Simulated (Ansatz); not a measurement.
Theory: Ansatz, DFT PBE, scalar-relativistic, plane waves, PAW. Settings: cutoff 420 eV, Γ-centred meshes spaced at most about 0.3 Å⁻¹, and about 0.25 Å⁻¹ or finer for metals (2π included), Gaussian smearing. No spin polarisation.

All energies are static (0 K, no zero-point motion).

Two forms of NbC4 were relaxed alike.

1. Space group P6/mmm (No. 191), hexagonal, a = 3.128 Å, c = 8.062 Å. Nb has 2 C at 2.10 Å; C on its first site has 2 C at 1.28–1.30 Å; around C on its second site lie 1 C at 1.28 Å and 1 Nb at 2.10 Å.

2. Space group Im-3m (No. 229), cubic, a = 4.931 Å. Around Nb lie 8 C at 2.14 Å; around C lie 2 Nb at 2.14 Å and 6 C at 2.47 Å.

Question: Which would you expect to be lower, and how large is the difference?

Answer: Cell 1 is lower, by 1.26 eV/atom. Cell 1 has space group P6/mmm (No. 191), 13.7 Å³/atom and no gap on its mesh; cell 2 has space group Im-3m (No. 229), 12.0 Å³/atom and no gap. Counting C atoms around Nb (those within 1.25 times the shortest such distance or 1.15 times the sum of covalent radii, 1.27 where that leaves under three), cell 1 has Nb 2 and cell 2 has Nb 8. Cell 1 holds C–C units of three or more atoms (shortest 1.28 Å); in cell 2 the shortest C–C distance is 2.47 Å. The lower one is the more open, so pressure narrows the difference. Even the lower one lies +1.34 eV/atom against the reference forms of the elements (uncorrected), so neither is stable at this level. Both come from invented guesses. The lowest form computed isn't among them: it has space group I4/mmm (No. 139), 10.2 Å³/atom and lies 0.59 eV/atom below the best shown.

Cells relaxed within their symmetry can be saddle points. Some candidate types were left out of the draw beforehand, so a known form may be missing.
